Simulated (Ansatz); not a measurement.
# BaTiO3: the cost of one run

Computed with Ansatz 0.2.0 (DFT PBE, scalar-relativistic, plane waves, PAW, unless a step's input says otherwise).

2 further runs of the same task are left out: 1 that didn't finish, 1 set aside as unsound or not needed. Runs told in other sessions of the task aren't counted.

**1. Starting point**

Symmetry: R3m, No. 160, trigonal system. The conventional cell has a = 5.726 Å, b = 5.726 Å, c = 7.069 Å, α = 90.00°, β = 90.00°, γ = 120.00°. Ba (site symmetry 3m) has 12 O at 2.78 to 2.98 Å in its first shell of neighbours. Ti (site symmetry 3m) is surrounded by 6 O at 1.87 to 2.21 Å. O (site symmetry m) has 2 Ti at 1.87 to 2.21 Å and 1 Ba at 2.78 Å in its first shell of neighbours.

As a file:

```
Ba Ti O
1.0
     2.86307    1.65299    2.35630
    -2.86307    1.65299    2.35630
     0.00000   -3.30599    2.35630
Ba Ti O
1 1 3
Cartesian
  0.0000 0.0000 0.0350
  0.0000 0.0000 3.6701
  0.0000 -1.6179 4.6055
  -1.4011 0.8089 4.6055
  1.4011 0.8089 4.6055
```

It is the result of an earlier relaxation at this level (volume 13.38 Å³/atom; gap on the mesh: 2.63 eV).

**2. The cell scaled to 0.97 of its volume**

Input file input.yaml:

```yaml
crystal:
  lattice:
    - [2.8341487849, 1.6362965639, 2.3324977248]
    - [-2.8341487849, 1.6362965639, 2.3324977248]
    - [0.0, -3.2725931278, 2.3324977248]
  atoms:
    - { symbol: Ba, position: [0.0049545184, 0.0049545184, 0.0049545184] }
    - { symbol: Ti, position: [0.5191875185, 0.5191875185, 0.5191875185] }
    - { symbol: O, position: [0.4883938476, 0.4883938476, 0.977770268] }
    - { symbol: O, position: [0.4883938476, 0.977770268, 0.4883938476] }
    - { symbol: O, position: [0.977770268, 0.4883938476, 0.4883938476] }
basis:
  ecutwfc: 420
kpoints:
  mp_grid: { grid: [6, 6, 6] }
hamiltonian:
  xc: pbe
scf:
  occupations: { method: gaussian, width: 0.02 }
output:
  forces: true
  stress: true
  eigenvalues: true
relax:
  adjacent_minimum: "off"
  f_tol: 0.01
  max_steps: 30
  cell: { stress_tol: 0.1, fix: [volume] }
```

Launch:

```sh
ansatz run input.yaml --threads 1 --pin off --max-ram 2560MiB --backend cpu --events-out ev --progress --plain --runs-dir out
```

**Question.** How long does this run take on 1 thread of Arm Neoverse V1, shared host, and how much memory does it need?

About 45 s, with a peak of 0.38 GiB.
